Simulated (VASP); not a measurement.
# ZnS (Wurtzite-6H) (P6_3mc) in VASP: further runs

The runs below take ZnS (Wurtzite-6H) through single point, with PBEsol+D3(BJ), PBE.

All numbers are computed with VASP 6.6.1; they aren't measurements. Logs are shortened: lines on timing, memory, paths and dates and some standing lists are left out, and cuts for length are marked.

**Measured values to compare with.**

From a printed reference work, monograph, for a bulk crystal of ZnS at 4 K: band gap 3.911 eV (direct).

How close the calculation comes is told below.

## (1) The cell of the first run

It takes space group P6_3mc (No. 186, hexagonal). The conventional cell has a = 3.751 Å, b = 3.751 Å, c = 18.410 Å, α = 90.00°, β = 90.00°, γ = 120.00°. Zn (site symmetry 3m) has 4 S at 2.30 Å within 3.0 Å. Within 3.0 Å of Zn (site symmetry 3m) lie 4 S at 2.30 Å. Within 3.0 Å of Zn (site symmetry 3m) lie 4 S at 2.30 Å. Within 3.0 Å of S (site symmetry 3m) lie 4 Zn at 2.30 Å. S (site symmetry 3m) has 4 Zn at 2.30 Å within 3.0 Å. Within 3.0 Å of S (site symmetry 3m) lie 4 Zn at 2.30 Å.

## (2) Single point, PBEsol+D3(BJ)

Contents of INCAR:

```
SYSTEM = ZnS
ALGO = Normal
EDIFF = 1E-6
ENCUT = 520
GGA = PS
ISIF = 2
ISMEAR = -1
IVDW = 12
LASPH = .TRUE.
LCHARG = .FALSE.
LREAL = .FALSE.
LWAVE = .FALSE.
NBANDS = 66
NELM = 100
PREC = Accurate
SIGMA = 0.05
```

Contents of KPOINTS:

```
k-points
0
G
  8 8 2
  0 0 0
```

Contents of POSCAR:

```
ZnS
1.0
    3.7505012413      0.0000000000      0.0000000000
   -1.8752506207      3.2480293519      0.0000000000
    0.0000000000      0.0000000000     18.4103104243
Zn S
6 6
Direct
    0.3333333333      0.6666666667      0.8333002500
    0.6666666667      0.3333333333      0.3333002500
    0.6666666667      0.3333333333      0.6668544341
    0.3333333333      0.6666666667      0.1668544341
    0.0000000000      0.0000000000      0.5000442828
    0.0000000000      0.0000000000      0.0000442828
    0.3333333333      0.6666666667      0.9581065697
    0.6666666667      0.3333333333      0.4581065697
    0.6666666667      0.3333333333      0.7916137425
    0.3333333333      0.6666666667      0.2916137425
    0.0000000000      0.0000000000      0.6250807210
    0.0000000000      0.0000000000      0.1250807210
```

Potentials or basis: VASP PAW PBE potentials, release 64 (Zn, S).

Command:

```sh
$ cat potpaw_PBE.64/Zn/POTCAR potpaw_PBE.64/S/POTCAR > POTCAR
$ mpirun -np 1 vasp_std > vasp.out
```

OUTCAR:

```text
SYSTEM = ZnS
   EDIFF = 1E-6
   ENCUT = 520
   GGA = PS
   ISIF = 2
   ISMEAR = -1
   IVDW = 12
   LASPH = .TRUE.
   LREAL = .FALSE.
   NELM = 100
   PREC = Accurate
 IVDW          = 12

 ion  position               nearest neighbor table
   1  0.333  0.667  0.833-   9 2.30   9 2.30   9 2.30   7 2.30
   2  0.667  0.333  0.333-  10 2.30  10 2.30  10 2.30   8 2.30
   3  0.667  0.333  0.667-   9 2.30  11 2.30  11 2.30  11 2.30
   4  0.333  0.667  0.167-  10 2.30  12 2.30  12 2.30  12 2.30
   5  0.000  0.000  0.500-   8 2.30   8 2.30   8 2.30  11 2.30
   6  0.000  0.000  0.000-   7 2.30   7 2.30   7 2.30  12 2.30
   7  0.333  0.667  0.958-   1 2.30   6 2.30   6 2.30   6 2.30
   8  0.667  0.333  0.458-   2 2.30   5 2.30   5 2.30   5 2.30
   9  0.667  0.333  0.792-   3 2.30   1 2.30   1 2.30   1 2.30
  10  0.333  0.667  0.292-   4 2.30   2 2.30   2 2.30   2 2.30
  11  0.000  0.000  0.625-   3 2.30   3 2.30   3 2.30   5 2.30
  12  0.000  0.000  0.125-   4 2.30   4 2.30   4 2.30   6 2.30

  LATTYP: Found a hexagonal cell.
 ALAT       =     3.7505012413
 C/A-ratio  =     4.9087599870

  Lattice vectors:

 A1 = (   3.7505012413,   0.0000000000,   0.0000000000)
 A2 = (  -1.8752506207,   3.2480293519,   0.0000000000)
 A3 = (   0.0000000000,   0.0000000000,  18.4103104243)

Analysis of symmetry for initial positions (statically):
=====================================================================
 Subroutine PRICEL returns:
 Original cell was already a primitive cell.

 Routine SETGRP: Setting up the symmetry group for a
 hexagonal supercell.

 Subroutine GETGRP returns: Found 12 space group operations
 (whereof  6 operations were pure point group operations)
 out of a pool of 24 trial point group operations.

The static configuration has the point symmetry C_3v.
 The point group associated with its full space group is C_6v.

Analysis of symmetry for dynamics (positions and initial velocities):
=====================================================================
 Subroutine PRICEL returns:
 Original cell was already a primitive cell.

 Routine SETGRP: Setting up the symmetry group for a
 hexagonal supercell.

 Subroutine GETGRP returns: Found 12 space group operations
 (whereof  6 operations were pure point group operations)
 out of a pool of 24 trial point group operations.

The dynamic configuration has the point symmetry C_3v.
 The point group associated with its full space group is C_6v.

 Subroutine INISYM returns: Found 12 space group operations
 (whereof  6 operations are pure point group operations),
 and found     1 'primitive' translations

----------------------------------------------------------------------------------------

                                     Primitive cell

  volume of cell :     224.2696

  direct lattice vectors                    reciprocal lattice vectors
     3.750501241  0.000000000  0.000000000     0.266631028  0.153939496  0.000000000
    -1.875250621  3.248029352  0.000000000     0.000000000  0.307878991  0.000000000
     0.000000000  0.000000000 18.410310424     0.000000000  0.000000000  0.054317389

  length of vectors
     3.750501241  3.750501241 18.410310424     0.307878991  0.307878991  0.054317389

  position of ions in fractional coordinates (direct lattice)
     0.333333333  0.666666667  0.833300250
     0.666666667  0.333333333  0.333300250
     0.666666667  0.333333333  0.666854434
     0.333333333  0.666666667  0.166854434
     0.000000000  0.000000000  0.500044283
     0.000000000  0.000000000  0.000044283
     0.333333333  0.666666667  0.958106570
     0.666666667  0.333333333  0.458106570
     0.666666667  0.333333333  0.791613742
     0.333333333  0.666666667  0.291613742
     0.000000000  0.000000000  0.625080721
     0.000000000  0.000000000  0.125080721

  ion indices of the primitive-cell ions
   primitive index   ion index
                 1           1
                 2           2
                 3           3
                 4           4
                 5           5
                 6           6
                 7           7
                 8           8
                 9           9
                10          10
                11          11
                12          12

----------------------------------------------------------------------------------------

 KPOINTS: k-points

Automatic generation of k-mesh.
 Grid dimensions read from file:
 generate k-points for:    8    8    2

 Generating k-lattice:

  Cartesian coordinates                     Fractional coordinates (reciprocal lattice)
     0.033328878  0.019242437  0.000000000     0.125000000  0.000000000  0.000000000
     0.000000000  0.038484874  0.000000000     0.000000000  0.125000000  0.000000000
     0.000000000  0.000000000  0.027158695     0.000000000  0.000000000  0.500000000

  Length of vectors
     0.038484874  0.038484874  0.027158695

  Shift w.r.t. Gamma in fractional coordinates (k-lattice)
[... 52 lines left out ...]
   EFERMI_NEDOS =   21; number of points for ismear=-14 and -15
   IALGO  =     38    algorithm
   IMIX   =      4    mixing-type and parameters
     AMIX     =   0.40;   BMIX     =  1.00
     AMIX_MAG =   1.60;   BMIX_MAG =  1.00
  volume/ion in A,a.u.               =      18.69       126.12
  Fermi-wavevector in a.u.,A,eV,Ry     =   1.283195  2.424887 22.403206  1.646589
  Thomas-Fermi vector in A             =   2.415462
   LORBIT       =      0    0 simple, 1 ext, 2 COOP (PROOUT), +10 PAW based schemes
   GGA     = PS    functional components
   LHFCALC =     F    Hartree Fock is set to
   AEXX    =    0.0000 exact exchange contribution
   IVDW    =    12    specifies the selected vdW correction
   LEPSILON=     F    determine dielectric tensor
   LRPA    =     F    only Hartree local field effects (RPA)
 non-spin polarized calculation
  energy-cutoff  :      520.00
  volume of cell :      224.27
 maximum number of plane-waves:      6083
 NGX is ok and might be reduce to    28
   NGX = 13   NGY = 13   NGZ = 69

 number of electron     107.9999993 magnetization

 Free energy of the ion-electron system (eV)
  ---------------------------------------------------
  ext. energy  EPLUGINS =         0.00000000
  ---------------------------------------------------
  free energy    TOTEN  =       -45.46941504 eV

  energy without entropy =      -45.46941504  energy(sigma->0) =      -45.46941504

 E-fermi :   3.6274     XC(G=0): -10.1033

 val. band max:        2.5419124364   @ k =   0.0000   0.0000   0.0000
 cond. band min:       4.7800982157   @ k =   0.0000   0.0000   0.0000
 fundamental gap:      2.2381857793
 Fermi energy:         3.6274032447

 k-point     1 :       0.0000    0.0000    0.0000
  band No.  band energies     occupation
      1     -11.0188      2.00000
      2     -10.7969      2.00000
      3     -10.7878      2.00000
      4     -10.2787      2.00000
      5     -10.2679      2.00000
      6      -9.9684      2.00000
[... 58 lines left out ...]
     65       8.8521      0.00000
     66       9.0062      0.00000

 k-point     2 :       0.1250    0.0000    0.0000
  band No.  band energies     occupation
      1     -10.9026      2.00000
      2     -10.6892      2.00000
      3     -10.6804      2.00000
      4     -10.1956      2.00000
      5     -10.1848      2.00000
      6      -9.9034      2.00000
[... 58 lines left out ...]
     65       9.0282      0.00000
     66       9.0722      0.00000

 k-point     3 :       0.2500    0.0000    0.0000
  band No.  band energies     occupation
      1     -10.5890      2.00000
      2     -10.4039      2.00000
      3     -10.3959      2.00000
      4      -9.9887      2.00000
      5      -9.9777      2.00000
      6      -9.7514      2.00000
[... 1162 lines left out ...]
     65       8.9040      0.00000
     66       8.9040      0.00000

 k-point    20 :       0.3750    0.2500    0.5000
  band No.  band energies     occupation
      1      -9.7873      2.00000
      2      -9.7873      2.00000
      3      -9.7166      2.00000
      4      -9.7166      2.00000
      5      -9.6498      2.00000
      6      -9.6498      2.00000
[... 58 lines left out ...]
     65       9.0918      0.00000
     66       9.0918      0.00000

------------------------ aborting loop because EDIFF is reached ----------------------------------------

 Edisp (eV)   -3.28023

 E8    (eV) :    -2.0086

  FORCE on cell =-STRESS in cart. coord.  units (eV):
  Direction    XX          YY          ZZ          XY          YZ          ZX
  --------------------------------------------------------------------------------------
  -------------------------------------------------------------------------------------
  Total       0.40787     0.40787     0.41507    -0.00000     0.00000     0.00000
  in kB       2.91385     2.91385     2.96524    -0.00000     0.00000     0.00000
  external pressure =        2.93 kB  Pullay stress =        0.00 kB

 VOLUME and BASIS-vectors are now :
 -----------------------------------------------------------------------------
  energy-cutoff  :      520.00
  volume of cell :      224.27
      direct lattice vectors                 reciprocal lattice vectors
     3.750501241  0.000000000  0.000000000     0.266631028  0.153939496  0.000000000
    -1.875250621  3.248029352  0.000000000     0.000000000  0.307878991  0.000000000
     0.000000000  0.000000000 18.410310424     0.000000000  0.000000000  0.054317389

 POSITION                                       TOTAL-FORCE (eV/Angst)
 -----------------------------------------------------------------------------------
     -0.00000      2.16535     15.34132        -0.000000      0.000000     -0.001276
      1.87525      1.08268      6.13616         0.000000     -0.000000     -0.001276
      1.87525      1.08268     12.27700        -0.000000     -0.000000      0.000194
     -0.00000      2.16535      3.07184        -0.000000     -0.000000      0.000194
      0.00000      0.00000      9.20597        -0.000000      0.000000     -0.000680
      0.00000      0.00000      0.00082         0.000000     -0.000000     -0.000680
     -0.00000      2.16535     17.63904         0.000000      0.000000     -0.000363
      1.87525      1.08268      8.43388         0.000000     -0.000000     -0.000363
      1.87525      1.08268     14.57385         0.000000      0.000000      0.001354
     -0.00000      2.16535      5.36870        -0.000000     -0.000000      0.001354
      0.00000      0.00000     11.50793        -0.000000      0.000000      0.000771
      0.00000      0.00000      2.30277         0.000000     -0.000000      0.000771
 -----------------------------------------------------------------------------------
    total drift:                               -0.000003     -0.000005      0.000324

  FREE ENERGIE OF THE ION-ELECTRON SYSTEM (eV)
  ---------------------------------------------------
  free  energy   TOTEN  =       -48.7496405815 eV

  energy  without entropy=      -48.7496405815  energy(sigma->0) =      -48.74964058
```

Wall time 2.6 min (1 thread of Intel Xeon 6975P-C (Granite Rapids), shared host); peak memory 0.44 GiB.

Results:

* Free energy: -48.7496 eV
* Pressure: 0.3 GPa
* Band gap on the k mesh: 2.24 eV, direct
* Dispersion energy per atom: -0.273 eV

Levels at points of the mesh, in eV from the valence-band top:
```csv
k point,band 50,band 51,band 52,band 53,band 54,band 55,band 56,band 57,band 58,band 59
"(0.00, 0.00, 0.00)",-0.27,-0.27,-0.03,0.00,0.00,2.24,3.21,3.31,3.33,3.45
"(0.50, 0.00, 0.00)",-1.64,-1.39,-1.38,-1.22,-0.96,3.30,3.38,3.46,3.76,3.88
"(0.00, 0.00, 0.50)",-0.52,-0.08,-0.08,-0.08,-0.08,2.73,2.73,3.26,3.26,3.56
"(0.50, 0.00, 0.50)",-1.77,-1.34,-1.34,-1.08,-1.08,3.20,3.20,3.72,3.72,4.01
```

Caveat: the PAW data sets were made with another functional, which shifts forces and pressure a little.

## (3) Single point, PBE

This run uses another cell than the first one, of 19.60 Å³/atom, 1.049 times its volume.

Contents of INCAR:

```
SYSTEM = ZnS
  PREC = Accurate
  ENCUT = 520
  EDIFF = 1E-7
  ISMEAR = -1
  SIGMA = 0.05
  LREAL = .False.
  LASPH = .True.
  NELM = 80
  ALGO = Normal
  ISIF = 2
  LWAVE = .False.
  LCHARG = .False.
  GGA = PE
  NBANDS = 66
```

Contents of KPOINTS:

```
regular mesh
0
Gamma
  8 8 2
  0 0 0
```

Contents of POSCAR:

```
ZnS
1.0
    3.8120000000      0.0000000000      0.0000000000
   -1.9060000000      3.3012888392      0.0000000000
    0.0000000000      0.0000000000     18.6899900000
Zn S
6 6
Direct
    0.3333333333      0.6666666667      0.8333300000
    0.6666666667      0.3333333333      0.3333300000
    0.6666666667      0.3333333333      0.6666700000
    0.3333333333      0.6666666667      0.1666700000
    0.0000000000      0.0000000000      0.5000000000
    0.0000000000      0.0000000000      0.0000000000
    0.3333333333      0.6666666667      0.9583300000
    0.6666666667      0.3333333333      0.4583300000
    0.6666666667      0.3333333333      0.7916700000
    0.3333333333      0.6666666667      0.2916700000
    0.0000000000      0.0000000000      0.6250000000
    0.0000000000      0.0000000000      0.1250000000
```

Potentials or basis: VASP PAW PBE potentials, release 64 (Zn, S).

Command:

```sh
$ cat potpaw_PBE.64/Zn/POTCAR potpaw_PBE.64/S/POTCAR > POTCAR
$ mpirun -np 1 vasp_std > vasp.out
```

It took 14 min on 1 thread of Intel Xeon 8259CL, shared host; peak memory 0.45 GiB.

It converged, with:

```
Free energy            : -41.0523 eV
Pressure               : 2.3 GPa
Largest force          : 0.030 eV/Å
Band gap on the k mesh : 2.17 eV, direct
```

Forces in eV/Å, atoms in the order of the input:
```
Zn   0.000  0.000  0.001
Zn   0.000  0.000  0.001
Zn   0.000  0.000  0.015
Zn   0.000  0.000  0.015
Zn   0.000  0.000 -0.004
Zn   0.000  0.000 -0.004
S    0.000  0.000 -0.030
S    0.000  0.000 -0.030
S    0.000  0.000 -0.007
S    0.000  0.000 -0.007
S    0.000  0.000  0.024
S    0.000  0.000  0.024
```

Levels at points of the mesh, in eV from the valence-band top:
```csv
k point,band 51,band 52,band 53,band 54,band 55,band 56,band 57,band 58
"(0.00, 0.00, 0.00)",-0.24,-0.02,0.00,0.00,2.17,3.22,3.26,3.34
"(0.50, 0.00, 0.00)",-1.27,-1.26,-1.10,-0.88,3.44,3.57,3.61,3.88
"(0.00, 0.00, 0.50)",-0.07,-0.07,-0.07,-0.07,2.65,2.65,3.28,3.28
"(0.50, 0.00, 0.50)",-1.22,-1.22,-0.99,-0.99,3.37,3.37,3.85,3.85
```

## (4) Single point, PBE

This run uses another cell than the first one, of 19.99 Å³/atom, 1.070 times its volume.

Contents of INCAR:

```
PREC = Accurate
ENCUT = 520
EDIFF = 1E-6
ISMEAR = -1
SIGMA = 0.05
LREAL = False
LASPH = True
NELM = 60
ALGO = Normal
ISIF = 2
LWAVE = False
LCHARG = False
GGA = PE
NBANDS = 66
```

Contents of KPOINTS:

```
Automatic mesh
0
Gamma
  8 8 2
```

POSCAR, as its differences from that of step 3:

```diff
@@ -2,5 +2,5 @@
 1.0
-    3.8120000000      0.0000000000      0.0000000000
-   -1.9060000000      3.3012888392      0.0000000000
-    0.0000000000      0.0000000000     18.6899900000
+    3.8372457688      0.0000000000      0.0000000000
+   -1.9186228844      3.3231523164      0.0000000000
+    0.0000000000      0.0000000000     18.8137683755
 Zn S
```

Command:

```sh
$ cat potpaw_PBE.64/Zn/POTCAR potpaw_PBE.64/S/POTCAR > POTCAR
$ mpirun -np 1 vasp_std > vasp.out
```

Run time: 14 min. Hardware: 1 thread of Intel Xeon 8259CL, shared host; peak memory 0.48 GiB.

Results (log left out):

| Quantity | Value |
| --- | --- |
| Free energy | -41.0978 eV |
| Pressure | 0.8 GPa |
| Largest force | 0.027 eV/Å |
| Band gap on the k mesh | 2.08 eV, direct |

Forces on the atoms (eV/Å):
```
Zn   0.000  0.000 -0.001
Zn   0.000  0.000 -0.001
Zn   0.000  0.000  0.012
Zn   0.000  0.000  0.012
Zn   0.000  0.000 -0.004
Zn   0.000  0.000 -0.004
S    0.000  0.000 -0.027
S    0.000  0.000 -0.027
S    0.000  0.000 -0.005
S    0.000  0.000 -0.005
S    0.000  0.000  0.025
S    0.000  0.000  0.025
```

Levels at points of the mesh, in eV from the valence-band top:
| k point | band 51 | band 52 | band 53 | band 54 | band 55 | band 56 | band 57 | band 58 |
| --- | --- | --- | --- | --- | --- | --- | --- | --- |
| (0.00, 0.00, 0.00) | -0.23 | -0.02 | 0.00 | 0.00 | 2.08 | 3.15 | 3.21 | 3.29 |
| (0.50, 0.00, 0.00) | -1.23 | -1.22 | -1.06 | -0.85 | 3.42 | 3.58 | 3.62 | 3.87 |
| (0.00, 0.00, 0.50) | -0.07 | -0.07 | -0.07 | -0.07 | 2.56 | 2.56 | 3.24 | 3.24 |
| (0.50, 0.00, 0.50) | -1.18 | -1.18 | -0.96 | -0.96 | 3.37 | 3.37 | 3.86 | 3.86 |

## (5) The runs side by side

```csv
level,cell,gap on the mesh (eV),pressure (GPa),largest force (eV/Å)
PBEsol+D3(BJ),"a = 3.751, b = 3.751, c = 18.410 Å, angles 90.0, 90.0, 120.0°, 12 atoms",2.24,0.3,-
PBE,"a = 3.812, b = 3.812, c = 18.690 Å, angles 90.0, 90.0, 120.0°, 12 atoms",2.17,2.3,0.03
PBE,"a = 3.837, b = 3.837, c = 18.814 Å, angles 90.0, 90.0, 120.0°, 12 atoms",2.08,0.8,0.03
```

Alike in all rows: task single point; potentials or basis VASP PAW PBE potentials, release 64 (Zn, S); no spin polarisation; k mesh 8 × 8 × 2; cutoff (eV) 520; smearing fermi-dirac 0.05 eV.

Caveats: the PAW data sets were made with another functional, which shifts forces and pressure a little (some runs).

Absolute energies hang on the potentials; compare differences alone.

## (6) Comparison with measurements

Step 2. Measured gap of ZnS: 3.911 eV (direct; 4 K; a printed reference work, monograph). This calculation gives 2.24 eV (-1.67 eV). The value is that of PBEsol+D3(BJ) on a finite k mesh, which can miss the band edges, without temperature or zero-point motion. Semilocal functionals fall short of measured gaps as a rule.

Step 3. A measured gap of ZnS is 3.911 eV (direct; 4 K; a printed reference work, monograph); the calculated 2.17 eV misses it by -1.74 eV. The value is that of PBE on a finite k mesh, which can miss the band edges, without temperature or zero-point motion. Semilocal functionals fall short of measured gaps as a rule.

Step 4. Measured gap of ZnS: 3.911 eV (direct; 4 K; a printed reference work, monograph). This calculation gives 2.08 eV (-1.83 eV). The value is that of PBE on a finite k mesh, which can miss the band edges, without temperature or zero-point motion. Semilocal functionals fall short of measured gaps as a rule.
